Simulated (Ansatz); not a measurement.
## Calculated ¹¹⁹Sn Mössbauer parameters for SnS2

Cell: an entry of the Crystallography Open Database (COD), ions relaxed with PBE at fixed cell.

```
CELL_PARAMETERS angstrom
3.60500 0.00000 0.00000
-1.80250 3.12202 0.00000
0.00000 0.00000 5.46000
ATOMIC_POSITIONS crystal
Sn 0.00000 0.00000 0.00000
S 0.66667 0.33333 0.72870
S 0.33333 0.66667 0.27130
```

Sites (sets of like atoms) are named by element and the number of their first atom in this list.

Computed with Ansatz: DFT, r2SCAN, plane waves and PAW, scalar-relativistic, 500 eV cutoff, Γ-centred 14×14×8 k-points, Fermi–Dirac smearing 0.02 eV.

Isomer shifts (against SnO₂) follow from the electron density at the nucleus, δ = α(ρ − ρ₀), with α = 0.093 mm s⁻¹ a₀³ and ρ₀ = 183072.84 a₀⁻³ from a line fitted to 8 measured compounds at this level of theory (rms miss 0.14 mm/s). ΔE_Q = ½eQV_zz(1 + η²/3)^½ with Q = -0.132 b for the 23.9 keV state.

(1) Where do the absorption lines lie?

Answers

(1) Sn (1 atom a cell): δ = 1.07, |ΔE_Q| = 0.06 mm/s, a doublet too narrow to resolve, seen as one line at 1.07 mm/s.

At this cell the r2SCAN pressure is 5 GPa, so with r2SCAN the cell would grow if it were relaxed. The largest force is 0.3 eV/Å, so the atoms aren't at the calculated equilibrium and relaxing them would move these values. Without spin–orbit coupling (the program notes it for Sn) the gradients are little affected as a rule: paired runs on crystals with a gap mostly move them by under 2 % at such atoms. With these PAW files V_zz is typically within 2 to 3 % of all-electron values, but misses above 10 % occur on Sn.
